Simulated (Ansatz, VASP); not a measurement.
**Be: VASP beside Ansatz**

```
Be
1.0
    -1.08200    1.08200    1.52919
     1.08200   -1.08200    1.52919
     1.08200    1.08200   -1.52919
Be
1
Direct
  0.50000 0.50000 0.00000
```

Alike in both runs: functional PBE; k mesh 34 × 34 × 34; occupations gaussian, width 0.1 eV; no spin polarisation.

Ansatz relaxed the structure, and its values are those at the end. VASP's run is a single point on that final structure, the one shown.

```csv
,VASP,Ansatz
version,VASP 6.6.1,Ansatz 0.2.0
potentials or method,"VASP PAW PBE potentials, release 64 (Be)","scalar-relativistic, plane waves, PAW"
plane-wave cutoff (eV),520,420
valence electrons in the cell,2,2
```

Ansatz gave:

* gap on the k mesh at the Fermi level (eV): none
* pressure (GPa): 13.4

Q: What did VASP give for the same quantities?

A: gap on the k mesh at the Fermi level (eV): none; pressure (GPa): 13.6.

A gap of «none» marks a metal or a gap that the smearing closes. The functional is the same, so the differences come from potentials, cutoffs and numerics.
